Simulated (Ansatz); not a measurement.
The system is Si.

```
Si
1.0
     4.12095    0.00000    0.00000
    -2.06047    3.56885    0.00000
     0.00000    0.00000    2.65479
Si
2
Direct
  0.33333 0.66667 0.50000
  0.66667 0.33333 0.50000
```

The cell was built by a generator and needn't be a form met in nature.

| Quantity | Value |
| --- | --- |
| Program | Ansatz 0.2.0 |
| Task | relaxation of cell and atoms |
| Functional | HSE03 |
| Potentials or basis | Ansatz PAW |
| Cutoff | 420 eV (not typed: the program's choice for these potentials) |
| k mesh | 4 × 4 × 5 |
| Occupations | fermi-dirac, width 0.05 eV |
| Spin | no spin polarisation |

At the start: volume 19.52 Å³/atom.

Problem. How do energy, volume and symmetry change on relaxing?

Solution. It ends after 5 steps and the volume is 18.96 Å³/atom (-2.9 %); space group P6/mmm (No. 191, to 0.05 Å).

Step by step:
```csv
step,energy change (eV),largest force (eV/Å),volume (Å³)
1,0.0000,0.0000,39.04
2,-0.0517,0.0000,37.51
3,-0.0556,0.0000,38.00
4,-0.0558,0.0000,37.92
5,-0.0557,0.0000,37.92
```

Final structure:
```
CELL_PARAMETERS angstrom
4.14227 0.00000 0.00000
-2.07113 3.58731 0.00000
0.00000 0.00000 2.55192
ATOMIC_POSITIONS crystal
Si 0.33333 0.66667 0.50000
Si 0.66667 0.33333 0.50000
```

Caveat: the k mesh is coarse (spacing up to 0.47 Å⁻¹), so the values aren't converged, least of all with exact exchange; the plane-wave basis is chosen anew once the cell has moved, so the energies of steps on either side of that aren't comparable; the PAW data sets come from PBE, with cores solved anew for the run's functional, which leaves a small shift of forces and pressure.
